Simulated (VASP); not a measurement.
Write the native input for VASP 6.6.1 that does the following.

```
Task                   : relaxation of cell and atoms
Functional             : PBEsol
Potentials or basis    : VASP PAW PBE potentials, release 64 (Pt, Se)
Cutoff                 : 600 eV
k mesh                 : 3 × 3 × 2
Occupations            : gaussian, width 0.02 eV
Spin                   : no spin polarisation
Further INCAR settings : ALGO = Normal; EDIFF = 1e-07; IBRION = 2; EDIFFG = -0.005; NSW = 90; ISIF = 3
```

The structure of PtSe2 lies in POSCAR:

```
PtSe2
1.0
    3.7173065500      0.0000000000      0.0000000000
   -1.8586532700      3.2192819000      0.0000000000
    0.0000000000      0.0000000000      5.8200740200
Pt Se
1 2
Direct
    0.0000000000      0.0000000000      0.0000000000
    0.6666666700      0.3333333300      0.7746118400
    0.3333333300      0.6666666700      0.2253881600
```

The cell is a database's computed one.

These files were run (other wordings do the same):

INCAR

```
PREC = Accurate ; ENCUT = 600
EDIFF = 1E-7 ; ISMEAR = 0
SIGMA = 0.02 ; LREAL = F
LASPH = T ; NELM = 100
ALGO = Normal ; ISIF = 3
LWAVE = F ; LCHARG = F
GGA = PS ; IBRION = 2
NSW = 90 ; EDIFFG = -0.005
```

KPOINTS

```
regular mesh
0
Gamma
  3 3 2
```

Potentials or basis: VASP PAW PBE potentials, release 64 (Pt, Se).

Command:

```console
$ cat potpaw_PBE.64/Pt/POTCAR potpaw_PBE.64/Se/POTCAR > POTCAR
$ mpirun -np 1 vasp_std > vasp.out
```

Results of the run:

The relaxed volume is 21.88 Å³/atom. The relaxed cell is a = 3.727 Å, b = 3.727 Å, c = 5.457 Å, α = 90.00°, β = 90.00°, γ = 120.00° and the space group after relaxing (to 0.05 Å) is P-3m1 (No. 164). The energy gained by relaxing is 7.3 meV/atom and the ionic steps are 25. The pressure after relaxing is 0.0 GPa and the band gap on the k mesh is 0.25 eV, indirect (least direct gap 1.86 eV).

Caveat: the k mesh is coarse (spacing up to 0.65 Å⁻¹), so the values aren't converged; the PAW data sets were made with another functional, which shifts forces and pressure a little; spin-orbit coupling is left out, which moves the levels of the heavy elements; an odd mesh through Γ misses points on the zone boundary, where band edges often lie; this functional lacks dispersion, which binds the layers, so the pressure and a relaxed spacing across them are unreliable.

Wall time 3 min on 1 thread of Intel(R) Xeon(R) Platinum 8259CL CPU @ 2.50GHz (Skylake/Cascade Lake), on a shared host, peak memory 0.2 GiB.
